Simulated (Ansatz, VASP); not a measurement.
# Cross-check of Sn4Te3Se (SnTe0.75Se0.25, rock salt) between VASP and Ansatz, part 2 of 2

Wanted: the spread between two codes on one cell, functional and k mesh. The cell is invented: As first built, before any earlier steps moved the atoms (in the runner's words): 1x2x2 conventional cells of the SnTe type (32 atoms: 4 Se, 16 Sn, 12 Te); Te/Se share their sites, the best of 600 random draws by like-pair counts in two shells; start lattice by linear mixing of the end members' cells; atoms moved at random by 0.02 A. It may not be a known or stable phase. Of the first pair: The structure shown is the start of the Ansatz relaxation below; VASP solves that cell, so the two are compared at the walk's first step.

VASP 6.6.1 and Ansatz 0.2.0.

So far: The starting structure; Ansatz: relaxation, PBE with D3(BJ); VASP: single point, PBE with D3(BJ), start cell, pair 1.

## Step 4: Differences

Known differences besides the potentials themselves: the data sets hold 480 valence electrons in Ansatz (on its default PAW (the set named soft_2) files) and 320 in VASP; the cutoff is 420 eV in Ansatz and 400 eV in VASP (PREC = Accurate, projectors in real space). Total energies have different zeros and are not compared.

Forces on 8 of the 32 atoms, those with the largest forces and the largest differences (eV/Å; atoms numbered as in POSCAR):

```tsv
atom	Ansatz x, y, z	VASP x, y, z
Se1	0.043, 0.069, -0.001	0.054, 0.067, 0.008
Se3	-0.022, 0.042, -0.128	-0.033, 0.036, -0.122
Se4	-0.025, -0.115, 0.016	-0.032, -0.116, 0.021
Sn5	-0.080, -0.017, 0.023	-0.089, -0.013, 0.019
Te21	-0.003, 0.003, 0.114	-0.002, 0.002, 0.120
Te22	-0.009, 0.126, -0.031	-0.009, 0.121, -0.028
Te27	0.002, -0.047, 0.080	0.000, -0.045, 0.085
Te30	0.012, -0.056, -0.108	0.014, -0.061, -0.109
```

The forces differ by 4.3 meV/Å r.m.s., which is 11.7 % of the r.m.s. force of 0.037 eV/Å (both taken over all components).

## Step 5: Ansatz: relaxation, PBE with D3(BJ)

This run makes the geometry at which the two programs are then compared. The cell compared in this pair holds 977.14 Å³, against 1037.70 Å³ for the pair before.

The structure compared here is the end of the Ansatz relaxation.

input.yaml reads:

```yaml
crystal:
  lattice:
    - [6.387, -0.01151, -0.01285]
    - [-0.02302, 12.74437, -0.12486]
    - [-0.02569, -0.12486, 12.74977]
  atoms:
    - { symbol: Se, position: [0.46787, 0.00839, 0.99378] }
    - { symbol: Se, position: [0.47887, 0.25509, 0.2407] }
    - { symbol: Se, position: [0.02258, 0.00834, 0.74286] }
    - { symbol: Se, position: [0.02505, 0.75707, 0.99329] }
    - { symbol: Sn, position: [0.02266, 0.9857, 0.00234] }
    - { symbol: Sn, position: [0.03023, 0.24596, 0.25142] }
    - { symbol: Sn, position: [0.5041, 0.99576, 0.25449] }
    - { symbol: Sn, position: [0.48091, 0.23593, 0.01416] }
    - { symbol: Sn, position: [0.01516, 0.99747, 0.5163] }
    - { symbol: Sn, position: [0.00811, 0.23569, 0.75173] }
    - { symbol: Sn, position: [0.4693, 0.00082, 0.76577] }
    - { symbol: Sn, position: [0.50575, 0.24662, 0.50242] }
    - { symbol: Sn, position: [0.99574, 0.49699, 0.00272] }
    - { symbol: Sn, position: [0.00301, 0.74607, 0.25423] }
    - { symbol: Sn, position: [0.49441, 0.48223, 0.25133] }
    - { symbol: Sn, position: [0.47327, 0.7482, 0.00339] }
    - { symbol: Sn, position: [0.00196, 0.4982, 0.50397] }
    - { symbol: Sn, position: [0.00431, 0.74857, 0.76633] }
    - { symbol: Sn, position: [0.49349, 0.49859, 0.75246] }
    - { symbol: Sn, position: [0.49861, 0.74664, 0.50328] }
    - { symbol: Te, position: [0.00594, 0.00276, 0.24332] }
    - { symbol: Te, position: [0.9891, 0.25481, 0.99477] }
    - { symbol: Te, position: [0.50953, 0.004, 0.49542] }
    - { symbol: Te, position: [0.50523, 0.25577, 0.74356] }
    - { symbol: Te, position: [0.00538, 0.25462, 0.4947] }
    - { symbol: Te, position: [0.49465, 0.50667, 0.99506] }
    - { symbol: Te, position: [0.50065, 0.75451, 0.24664] }
    - { symbol: Te, position: [0.99526, 0.50278, 0.2455] }
    - { symbol: Te, position: [0.5011, 0.5039, 0.4941] }
    - { symbol: Te, position: [0.50469, 0.75708, 0.74713] }
    - { symbol: Te, position: [0.00072, 0.5076, 0.74614] }
    - { symbol: Te, position: [0.00415, 0.75506, 0.49543] }
kpoints:
  mp_grid: { grid: [4, 2, 2], shift: [0.5, 0.5, 0.5] }
hamiltonian:
  xc: pbe
  dispersion: d3bj
scf:
  occupations: { method: methfessel_paxton, width: 0.15 }
output:
  forces: true
  stress: true
relax:
  f_tol: 0.02
  max_steps: 25
  cell: { stress_tol: 0.1 }
```

The run is started by

```console
ansatz run input.yaml --threads 4 --pin off --max-ram 15360MiB --backend cpu --events-out ev --progress --plain --runs-dir out
```

Numbers of over 12 decimals in the logs are rounded to 6 here.

Log:

```text
[...]
Crystal: 32 atoms, lattice volume = 1037.702 Å³
Basis set: ecut = 420 eV, 20307 PW (Γ), exchange–correlation on 90×180×180 points (8 copies of the dense FFT grid, shifted against one another)
Bands: 288, of which v1, the nominal top of the filled ones, is band 240 counted from 1 (239 counted from 0)
Symmetry: 1 space group operations
[...]
- { symbol: Te, position: [0.00202411, 0.251458, 0.498293] }
    - { symbol: Te, position: [0.499457, 0.502365, 0.998145] }
    - { symbol: Te, position: [0.500978, 0.751077, 0.248366] }
    - { symbol: Te, position: [0.999247, 0.501090, 0.248403] }
    - { symbol: Te, position: [0.500716, 0.501219, 0.497751] }
    - { symbol: Te, position: [0.502438, 0.751935, 0.748335] }
    - { symbol: Te, position: [-0.000175729, 0.502038, 0.748527] }
    - { symbol: Te, position: [0.000830165, 0.751554, 0.498069] }
[key lines of the parts left out:]
SCF converged after 5 iterations
Free energy (F): -202045.409833 eV
Fermi energy:    9.570651 eV
P = ⅓ Tr σ = 0.0031 GPa (0.031 kbar)
```

## Step 6: VASP: single point, PBE with D3(BJ), relaxed cell, pair 2

The same cell, functional, mesh and smearing now go to VASP, with its own data sets.

INCAR reads:

```
SYSTEM = Sn4Te3Se
PREC = Accurate
ENCUT = 500
EDIFF = 1E-06
NELM = 120
ISMEAR = 1
SIGMA = 0.15
LREAL = Auto
ALGO = Normal
GGA = PE
IVDW = 12
NBANDS = 188
LORBIT = 11
LWAVE = .FALSE.
LCHARG = .FALSE.
ISIF = 2
ISYM = 0
LASPH = .TRUE.
GGA_COMPAT = .FALSE.
EFERMI = MIDGAP
KPAR = 4
```

POSCAR reads:

```
Sn4Te3Se
1.0
    6.2679950000     -0.0075250000     -0.0078060000
   -0.0149850000     12.4843020000     -0.0143450000
   -0.0155490000     -0.0143210000     12.4871970000
Se Sn Te
4 16 12
Direct
    0.4818600000      0.0029900000      0.9984100000
    0.4903200000      0.2511900000      0.2470500000
    0.0131900000      0.0020700000      0.7487600000
    0.0126900000      0.7526300000      0.9970900000
    0.0144800000      0.9919700000      0.9984700000
    0.0241500000      0.2486600000      0.2504500000
    0.5009800000      0.0030500000      0.2477700000
    0.4954900000      0.2401600000      0.0098000000
    0.0054100000      0.9986900000      0.5140800000
    0.0031600000      0.2399000000      0.7512400000
    0.4796000000      0.0002700000      0.7610600000
    0.5034400000      0.2486200000      0.4946300000
    0.0002200000      0.5068900000      0.0002200000
    0.0019500000      0.7490100000      0.2466400000
    0.5006700000      0.4873500000      0.2499700000
    0.4802700000      0.7538100000      0.0013900000
    0.0011300000      0.5003900000      0.5018700000
    0.9998100000      0.7535600000      0.7600900000
    0.4970200000      0.4983900000      0.7504700000
    0.4983200000      0.7490800000      0.4997400000
    0.0003100000      0.0011800000      0.2487400000
    0.9956600000      0.2524900000      0.9985300000
    0.5039400000      0.0012200000      0.4987400000
    0.5022100000      0.2516000000      0.7476200000
    0.0020200000      0.2514600000      0.4982900000
    0.4994600000      0.5023600000      0.9981400000
    0.5009800000      0.7510800000      0.2483700000
    0.9992500000      0.5010900000      0.2484000000
    0.5007200000      0.5012200000      0.4977500000
    0.5024400000      0.7519400000      0.7483300000
    0.9998200000      0.5020400000      0.7485300000
    0.0008300000      0.7515500000      0.4980700000
```

KPOINTS reads:

```
Points of the shifted mesh
16
Reciprocal
 0.1250000000  0.2500000000  0.2500000000 1
 0.1250000000  0.2500000000  0.7500000000 1
 0.1250000000  0.7500000000  0.2500000000 1
 0.1250000000  0.7500000000  0.7500000000 1
 0.3750000000  0.2500000000  0.2500000000 1
 0.3750000000  0.2500000000  0.7500000000 1
 0.3750000000  0.7500000000  0.2500000000 1
 0.3750000000  0.7500000000  0.7500000000 1
 0.6250000000  0.2500000000  0.2500000000 1
 0.6250000000  0.2500000000  0.7500000000 1
 0.6250000000  0.7500000000  0.2500000000 1
 0.6250000000  0.7500000000  0.7500000000 1
 0.8750000000  0.2500000000  0.2500000000 1
 0.8750000000  0.2500000000  0.7500000000 1
 0.8750000000  0.7500000000  0.2500000000 1
 0.8750000000  0.7500000000  0.7500000000 1
```

The projector-augmented-wave data sets are Se, Sn_d and Te (PBE family, release 64).

The run is started by

```console
mpirun -np 4 vasp_std
```

Log:

```text
[... set-up lines as in an earlier step ...]
 entering main loop
       N       E                     dE             d eps       ncg     rms          rms(c)
DAV:   1     0.408449875147E+04    0.40845E+04   -0.12928E+05  6024   0.202E+03
DAV:   2     0.720466313238E+03   -0.33640E+04   -0.33015E+04  6016   0.595E+02
DAV:   3    -0.314448766994E+02   -0.75191E+03   -0.71218E+03  6688   0.228E+02
DAV:   4    -0.119579672861E+03   -0.88135E+02   -0.84027E+02  7072   0.708E+01
[...]
DAV:  17    -0.123125124181E+03   -0.38878E-05   -0.48891E-05  6848   0.222E-02    0.169E-02
DAV:  18    -0.123125125380E+03   -0.11987E-05   -0.50707E-06  5536   0.512E-03    0.154E-02
DAV:  19    -0.123125125865E+03   -0.48533E-06   -0.51940E-07  3608   0.282E-03
   1 F= -.13546613E+03 E0= -.13547113E+03  d E =0.150212E-01
```

From OUTCAR (step 6):

```text
 Edisp (eV)  -12.34100

  Total      -0.19347    -0.01071    -0.05265    -0.00478    -0.01420     0.01572
  in kB      -0.31723    -0.01757    -0.08634    -0.00783    -0.02329     0.02578
  external pressure =       -0.14 kB  Pullay stress =        0.00 kB

 POSITION                                       TOTAL-FORCE (eV/Angst)
 -----------------------------------------------------------------------------------
      3.00473      0.01940     12.46354         0.005325     -0.010305      0.003295
      3.06572      3.12870      3.07753         0.010658     -0.003943      0.003674
      0.07100      0.01502      9.34978        -0.008988     -0.003884      0.001125
      0.05276      9.38169     12.43996        -0.006721     -0.000547      0.013361
      0.06037     12.36965     12.45375        -0.008610      0.001360     -0.001644
      0.14375      3.10058      3.12366        -0.012447      0.005292      0.007475
      3.13624      0.03076      3.09000         0.001951     -0.000970     -0.000389
      3.10198      2.99436      0.11506         0.007572      0.003229     -0.001165
      0.01095     12.46054      6.40505        -0.003911      0.002145     -0.006077
      0.00453      2.98420      9.37742        -0.004937      0.000631     -0.003670
      2.99429     -0.01114      9.49976         0.003737     -0.001768     -0.014793
      3.14414      3.09298      6.16905        -0.004120      0.004873      0.000595
     -0.00622      6.32816     -0.00453        -0.002524     -0.001353      0.007789
     -0.00284      9.34732      3.06908        -0.000405     -0.003631     -0.005616
[...]
-----------------------------------------------------------------------------------
    total drift:                                0.017243      0.025339     -0.050857

  FREE ENERGIE OF THE ION-ELECTRON SYSTEM (eV)
  ---------------------------------------------------
  free  energy   TOTEN  =      -135.4661272392 eV

  energy  without entropy=     -135.4811484394  energy(sigma->0) =     -135.47113431

[... 1 part as in an earlier step ...]

[... 2 further parts left out ...]
[key lines of the parts left out:]
E-fermi :   6.4386
```

The run ends at a pressure of -0.01 GPa, with forces up to 0.015 eV/Å.

## Step 7: Side by side

What differs besides the data sets and the points named for the pairs above, as far as they apply: the data sets hold 480 valence electrons in Ansatz (on its default PAW (the set named soft_2) files) and 320 in VASP; the cutoff is 420 eV in Ansatz and 500 eV in VASP (PREC = Accurate, projectors in real space); Ansatz's pressure holds a Pulay correction, VASP's none. Total energies have different zeros and are not compared.

The two programs side by side:

```tsv
quantity	Ansatz	VASP	difference
pressure (GPa)	0.00	-0.01	+0.02
gap on the k mesh (eV)	0.679	0.677	+0.002
```

At this near-relaxed geometry the largest component of a force difference is 14 meV/Å. A gap on the mesh is an upper bound, since the band edges may lie between its points.

## Step 8: What came out

* r.m.s. force difference (single point, PBE with D3(BJ), start cell, pair 1): 4.3 meV/Å
* difference in gap on the k mesh (single point, PBE with D3(BJ), relaxed cell, pair 2): 0.0016 eV

The r.m.s. force difference is 4.3 meV/Å (single point, PBE with D3(BJ), start cell, pair 1), within the 12 meV/Å picked in this series as the mark of a large difference. The data sets hold unlike numbers of valence electrons (480 in Ansatz and 320 in VASP), so part of the differences comes from the potentials. How closely two codes agree says nothing of how well the functional describes the real material.

[Lines on the potential files, build, host, timing and source positions are cut from VASP's logs without a mark.]

[Logs are printed without paths, hosts, clocks, repeated set-up lines and the standing remarks that a program may print on its own settings, such as how far it seeks lower states.]

[Hosts, paths, dates, database ids (printed as entryN), source tags and the programs' standing remarks are cut or masked in the printed files.]
